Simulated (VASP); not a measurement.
# Ta2N (P-3m1) in VASP: notebook

The runs below take Ta2N through single point, with PBE.

Everything below comes from runs of VASP 6.6.1. Logs are shortened: lines on timing, memory, paths and dates and some standing lists are left out, and cuts for length are marked.

## 1. The structure

The structure is trigonal, space group P-3m1 (No. 164). Conventional cell: a = 3.113 Å, b = 3.113 Å, c = 4.870 Å, α = 90.00°, β = 90.00°, γ = 120.00°. Ta (site symmetry 3m) has 3 N at 2.18 Å as nearest neighbours. N (site symmetry -3m) is surrounded by 6 Ta at 2.18 Å.

The cell comes from a database or a generator and needn't be the stable form of this composition.

## 2. Single point, PBE

INCAR

```
ADDGRID = True ; ALGO = Normal
EDIFF = 1E-7 ; ENCUT = 460
GGA = PE ; ISIF = 2
ISMEAR = 0 ; LASPH = True
LCHARG = False ; LREAL = False
LWAVE = False ; NELM = 100
PREC = Accurate ; SIGMA = 0.05
```

KPOINTS

```
k-points
0
Gamma
  6 6 4
```

POSCAR

```
Ta2N
1.0
    3.1128615060      0.0000000000      0.0000000000
   -1.5564307530      2.6958171426      0.0000000000
    0.0000000000      0.0000000000      4.8698410000
Ta N
2 1
Direct
    0.3333333333      0.6666666667      0.2547110000
    0.6666666667      0.3333333333      0.7452890000
    0.0000000000      0.0000000000      0.0000000000
```

Potentials or basis: VASP PAW PBE potentials, release 64 (Ta_pv, N).

Run with:

```bash
> cat potpaw_PBE.64/Ta_pv/POTCAR potpaw_PBE.64/N/POTCAR > POTCAR
> mpirun -np 1 vasp_std > vasp.out
```

OUTCAR:

```text
EDIFF = 1E-7
   ENCUT = 460
   GGA = PE
   ISIF = 2
   ISMEAR = 0
   LASPH = True
   LREAL = False
   NELM = 100
   PREC = Accurate

 Found     24 irreducible k-points:

 Following reciprocal coordinates:
            Coordinates               Weight
  0.000000  0.000000  0.000000      1.000000
  0.166667  0.000000  0.000000      6.000000
  0.333333 -0.000000  0.000000      6.000000
  0.500000  0.000000  0.000000      3.000000
  0.166667  0.166667  0.000000      6.000000
  0.333333  0.166667  0.000000     12.000000
   k-points           NKPTS =     24   k-points in BZ     NKDIM =     24   number of bands    NBANDS=     17
   number of dos      NEDOS =    301   number of ions     NIONS =      3
   total plane-waves  NPLWV =  20736
   dimension x,y,z NGX =    24 NGY =   24 NGZ =   36
   dimension x,y,z NGXF=    48 NGYF=   48 NGZF=   72
   ions per type =               2   1
   NGX,Y,Z   is equivalent  to a cutoff of  12.82, 12.82, 12.29 a.u.
   NGXF,Y,Z  is equivalent  to a cutoff of  25.63, 25.63, 24.58 a.u.
 SYSTEM =  unknown system
   PREC   = accura    normal or accurate (medium, high low for compatibility)
   ISTART =      0    job   : 0-new  1-cont  2-samecut
   ICHARG =      2    charge: 1-file 2-atom 10-const
   ISPIN  =      1    spin polarized calculation?
   LNONCOLLINEAR =      F non collinear calculations
   LSORBIT =      F    spin-orbit coupling
   LASPH  =      T    aspherical Exc in radial PAW
   ENCUT  =  460.0 eV  33.81 Ry    5.81 a.u.   5.44  5.44  8.52*2*pi/ulx,y,z
   NELM   =    100;   NELMIN=  2; NELMDL= -5     # of ELM steps
   EDIFF  = 0.1E-06   stopping-criterion for ELM
   LREAL  =      F    real-space projection
   EDIFFG = 0.1E-05   stopping-criterion for IOM
   NSW    =      0    number of steps for IOM
   IBRION =     -1    ionic relax: 0-MD 1-quasi-New 2-CG
   NFREE  =      0    steps in history (QN), initial steepest desc. (CG)
   ISIF   =      2    stress and relaxation
   ISYM   =      2    0-nonsym 1-usesym 2-fastsym
   POTIM  = 0.5000    time-step for ionic-motion
   TEBEG  =    0.0;   TEEND  =   0.0 temperature during run
   PSTRESS=    0.0 pullay stress
   NELECT =      27.0000    total number of electrons
   NUPDOWN=      -1.0000    fix difference up-down
   EMIN   =  10.00;   EMAX   =-10.00  energy-range for DOS
   EFERMI =   0.00;   METHOD = LEGACY
   ISMEAR =     0;   SIGMA  =   0.05  broadening in eV -4-tet -1-fermi 0-gaus
   EFERMI_NEDOS =   21; number of points for ismear=-14 and -15
   IALGO  =     38    algorithm
   IMIX   =      4    mixing-type and parameters
     AMIX     =   0.40;   BMIX     =  1.00
     AMIX_MAG =   1.60;   BMIX_MAG =  1.00
  volume/ion in A,a.u.               =      13.62        91.93
  Fermi-wavevector in a.u.,A,eV,Ry     =   1.425852  2.694469 27.661374  2.033054
  Thomas-Fermi vector in A             =   2.546192
   LORBIT       =      0    0 simple, 1 ext, 2 COOP (PROOUT), +10 PAW based schemes
   GGA     = PE    functional components
   LHFCALC =     F    Hartree Fock is set to
   AEXX    =    0.0000 exact exchange contribution
   IVDW    =     0    specifies the selected vdW correction
   LEPSILON=     F    determine dielectric tensor
   LRPA    =     F    only Hartree local field effects (RPA)
 non-spin polarized calculation
 Gauss-broadening in eV      SIGMA  =   0.05
  energy-cutoff  :      460.00
  volume of cell :       40.87
 maximum number of plane-waves:       930
 NGX is ok and might be reduce to    24
   NGX = 11   NGY = 11   NGZ = 17

 number of electron      27.0000000 magnetization

 Free energy of the ion-electron system (eV)
  ---------------------------------------------------
  ext. energy  EPLUGINS =         0.00000000
  ---------------------------------------------------
  free energy    TOTEN  =       -34.37634005 eV

  energy without entropy =      -34.37422391  energy(sigma->0) =      -34.37528198

 E-fermi :   7.5760     XC(G=0): -12.8469

 val. band max:        7.5643021103   @ k =   0.1667   0.0000   0.2500
 cond. band min:       7.6116092637   @ k =   0.3333  -0.0000   0.5000
 fundamental gap:      0.0473071534
 Fermi energy:         7.5759641168

 k-point     1 :       0.0000    0.0000    0.0000
  band No.  band energies     occupation
      1     -28.2235      2.00000
      2     -27.5051      2.00000
      3     -27.5051      2.00000
      4     -27.3798      2.00000
      5     -27.3798      2.00000
      6     -27.2696      2.00000
      7      -9.9661      2.00000
      8      -0.9230      2.00000
      9       1.4258      2.00000
     10       1.4258      2.00000
     11       2.4989      2.00000
     12       6.8159      2.00000
     13       7.2401      2.00000
     14       7.2401      2.00000
     15       7.7378      0.00000
     16       7.7456      0.00000
     17       7.7456      0.00000

 k-point     2 :       0.1667    0.0000    0.0000
  band No.  band energies     occupation
      1     -28.1444      2.00000
      2     -27.6573      2.00000
      3     -27.5581      2.00000
      4     -27.5287      2.00000
      5     -27.3939      2.00000
      6     -27.3022      2.00000
      7      -9.7017      2.00000
      8      -0.3425      2.00000
      9       0.1650      2.00000
     10       1.4150      2.00000
     11       3.5694      2.00000
     12       5.2366      2.00000
     13       6.2875      2.00000
     14       7.3582      2.00000
     15       7.8036      0.00000
     16       7.9928      0.00000
     17       8.9844      0.00000

 k-point     3 :       0.3333   -0.0000    0.0000
  band No.  band energies     occupation
      1     -27.9896      2.00000
      2     -27.9268      2.00000
      3     -27.7981      2.00000
      4     -27.6530      2.00000
      5     -27.4315      2.00000
      6     -27.4028      2.00000
      7      -9.2769      2.00000
      8      -0.7970      2.00000
      9       0.6850      2.00000
     10       1.2444      2.00000
     11       3.3899      2.00000
     12       4.7126      2.00000
     13       5.6811      2.00000
     14       8.2028      0.00000
     15       9.1051      0.00000
     16       9.8102      0.00000
     17       9.9274      0.00000

 k-point     4 :       0.5000    0.0000    0.0000
  band No.  band energies     occupation
      1     -28.1227      2.00000
      2     -27.9241      2.00000
      3     -27.8010      2.00000
      4     -27.6973      2.00000
      5     -27.5006      2.00000
      6     -27.4527      2.00000
      7      -9.1247      2.00000
      8      -0.9941      2.00000
      9       0.9469      2.00000
     10       1.1125      2.00000
     11       2.9433      2.00000
     12       4.8516      2.00000
     13       6.0866      2.00000
     14       9.2270      0.00000
     15       9.3470      0.00000
     16      11.1599      0.00000
     17      11.4981      0.00000

 k-point     5 :       0.1667    0.1667    0.0000
  band No.  band energies     occupation
      1     -28.0099      2.00000
      2     -27.8150      2.00000
      3     -27.8022      2.00000
      4     -27.5853      2.00000
      5     -27.4706      2.00000
      6     -27.3701      2.00000
      7      -9.3683      2.00000
      8      -0.4805      2.00000
      9       0.4720      2.00000
     10       1.1768      2.00000
     11       3.9901      2.00000
     12       4.3120      2.00000
     13       5.5088      2.00000
     14       7.6926      0.00097
     15       8.5162      0.00000
     16       9.7714      0.00000
     17       9.9940      0.00000

 k-point     6 :       0.3333    0.1667    0.0000
  band No.  band energies     occupation
      1     -28.0526      2.00000
      2     -27.8811      2.00000
      3     -27.8040      2.00000
      4     -27.7320      2.00000
      5     -27.5425      2.00000
      6     -27.4957      2.00000
      7      -9.1247      2.00000
      8      -0.6035      2.00000
      9       0.8409      2.00000
     10       1.0308      2.00000
     11       3.6075      2.00000
     12       4.6102      2.00000
     13       5.3122      2.00000
     14       8.5663      0.00000
     15       9.5276      0.00000
     16      10.2008      0.00000
     17      10.8059      0.00000

 [... further k-points ...]

------------------------ aborting loop because EDIFF is reached ----------------------------------------

  FORCE on cell =-STRESS in cart. coord.  units (eV):
  Direction    XX          YY          ZZ          XY          YZ          ZX
  --------------------------------------------------------------------------------------
  -------------------------------------------------------------------------------------
  Total       -0.2998846     -0.2998846     -0.2173137      0.0000000      0.0000000      0.0000000
  in kB      -11.7570853    -11.7570853     -8.5198641      0.0000000      0.0000000      0.0000000
  external PRESSURE =     -10.6780116 kB  Pullay stress =       0.0000000 kB

 VOLUME and BASIS-vectors are now :
 -----------------------------------------------------------------------------
  energy-cutoff  :      460.00
  volume of cell :       40.87
      direct lattice vectors                 reciprocal lattice vectors
     3.112861506  0.000000000  0.000000000     0.321247829  0.185472520  0.000000000
    -1.556430753  2.695817143  0.000000000     0.000000000  0.370945041  0.000000000
     0.000000000  0.000000000  4.869841000     0.000000000  0.000000000  0.205345513

 POSITION                                       TOTAL-FORCE (eV/Angst)
 -----------------------------------------------------------------------------------
     -0.00000      1.79721      1.24040         0.000000      0.000000     -0.257708
      1.55643      0.89861      3.62944        -0.000000     -0.000000      0.257708
      0.00000      0.00000      0.00000         0.000000      0.000000      0.000000
 -----------------------------------------------------------------------------------
    total drift:                               -0.000000      0.000000      0.000000

  FREE ENERGIE OF THE ION-ELECTRON SYSTEM (eV)
  ---------------------------------------------------
  free  energy   TOTEN  =       -34.3763400510 eV

  energy  without entropy=      -34.3742239135  energy(sigma->0) =      -34.37528198
```

Wall time 38 s (1 thread of AMD EPYC 7R43 (Zen 3), shared host); peak memory 0.2 GiB.

These settings aren't checked as converged: the numbers below hold their error.

What came out:

```
Free energy            : -34.3763 eV
Pressure               : -1.1 GPa
Largest force          : 0.258 eV/Å
Band gap on the k mesh : none (metal or under the smearing width)
```

Caveat: the k mesh is coarse (spacing up to 0.39 Å⁻¹), so the values aren't converged; the cutoff is under 1.25 times the usual one of these potentials, so pressure, stress and relaxed cells hold a basis-set (Pulay) error.

## 3. Single point, PBE

INCAR

```
ADDGRID = False ; ALGO = Normal
EDIFF = 1E-7 ; ENCUT = 460
GGA = PE ; ISIF = 2
ISMEAR = 0 ; LASPH = False
LCHARG = False ; LREAL = False
LWAVE = False ; NELM = 100
PREC = Accurate ; SIGMA = 0.05
```

KPOINTS is that of step 2.

POSCAR is that of step 2.

Potentials or basis: VASP PAW PBE potentials, release 64 (Ta_pv, N).

Run with:

```bash
> cat potpaw_PBE.64/Ta_pv/POTCAR potpaw_PBE.64/N/POTCAR > POTCAR
> mpirun -np 1 vasp_std > vasp.out
```

Wall time 29 s (1 thread of AMD EPYC 7R43 (Zen 3), shared host); peak memory 0.12 GiB.

These settings aren't checked as converged: the numbers below hold their error.

Results:

```
Free energy            : -34.3762 eV
Pressure               : -1.1 GPa
Largest force          : 0.258 eV/Å
Band gap on the k mesh : none (metal or under the smearing width)
```

Caveat: the k mesh is coarse (spacing up to 0.39 Å⁻¹), so the values aren't converged; the cutoff is under 1.25 times the usual one of these potentials, so pressure, stress and relaxed cells hold a basis-set (Pulay) error.

## 4. Single point, PBE

INCAR

```
ADDGRID = False ; ALGO = Normal
EDIFF = 1E-4 ; ENCUT = 460
GGA = PE ; ISIF = 2
ISMEAR = 0 ; LASPH = True
LCHARG = False ; LREAL = Auto
LWAVE = False ; NELM = 100
PREC = Normal ; SIGMA = 0.05
```

KPOINTS is that of step 3.

POSCAR is that of step 3.

Run with:

```bash
> cat potpaw_PBE.64/Ta_pv/POTCAR potpaw_PBE.64/N/POTCAR > POTCAR
> mpirun -np 1 vasp_std > vasp.out
```

Run time: 21 s. Hardware: 1 thread of AMD EPYC 7R43 (Zen 3), shared host; peak memory 0.09 GiB.

The run converged, but some of its settings lie outside the range that counts as converged, so its numbers aren't taken as properties of the crystal.

What came out:

```yaml
Free_energy: -34.3782 eV
Pressure: -1.1 GPa
Largest_force: 0.255 eV/Å
Band_gap_on_the_k_mesh: none (metal or under the smearing width)
```

Caveat: the k mesh is coarse (spacing up to 0.39 Å⁻¹), so the values aren't converged; the cutoff is under 1.25 times the usual one of these potentials, so pressure, stress and relaxed cells hold a basis-set (Pulay) error.

## 5. Single point, PBE

INCAR

```
ADDGRID = False ; ALGO = Normal
EDIFF = 1E-7 ; ENCUT = 520
GGA = PE ; ISIF = 2
ISMEAR = 0 ; LASPH = True
LCHARG = False ; LREAL = False
LWAVE = False ; NELM = 100
PREC = Accurate ; SIGMA = 0.05
```

KPOINTS is that of step 4.

POSCAR is that of step 4.

Run with:

```bash
> cat potpaw_PBE.64/Ta_pv/POTCAR potpaw_PBE.64/N/POTCAR > POTCAR
> mpirun -np 1 vasp_std > vasp.out
```

Run time: 28 s. Hardware: 1 thread of AMD EPYC 7R43 (Zen 3), shared host; peak memory 0.12 GiB.

The run converged, but some of its settings lie outside the range that counts as converged, so its numbers aren't taken as properties of the crystal.

What came out:

```yaml
Free_energy: -34.3743 eV
Pressure: -0.8 GPa
Largest_force: 0.259 eV/Å
Band_gap_on_the_k_mesh: none (metal or under the smearing width)
```

Caveat: the k mesh is coarse (spacing up to 0.39 Å⁻¹), so the values aren't converged.

## 6. Single point, PBE

Changes to INCAR since step 5:

```diff
@@ -1,3 +1,3 @@
 ADDGRID = False ; ALGO = Normal
-EDIFF = 1E-7 ; ENCUT = 520
+EDIFF = 1E-7 ; ENCUT = 280
 GGA = PE ; ISIF = 2
```

KPOINTS

```
k-points
0
Gamma
  9 9 5
```

POSCAR is that of step 5.

Potentials or basis: VASP PAW PBE potentials, release 64 (Ta_pv, N).

Run with:

```bash
> cat potpaw_PBE.64/Ta_pv/POTCAR potpaw_PBE.64/N/POTCAR > POTCAR
> mpirun -np 1 vasp_std > vasp.out
```

It took 26 s on 1 thread of AMD EPYC 7R43 (Zen 3), shared host; peak memory 0.09 GiB.

The run converged, but a check on its numbers failed (symmetry, net force, bounds or a known fault of this set-up), so they aren't taken as properties of the crystal.

Caveat: the cutoff lies under the usual one of these potentials, so the numbers hold a large basis-set error.

## 7. The reference run

An earlier run on the cell as given: functional PBE; potentials or basis VASP PAW PBE potentials, release 64 (Ta_pv, N); cutoff 520 eV; k mesh 10 × 10 × 6; occupations fermi-dirac, width 0.05 eV; no spin polarisation.

- Pressure: -0.8 GPa
- Largest force: 0.027 eV/Å
- Band gap on the k mesh: none (metal or under the smearing width)
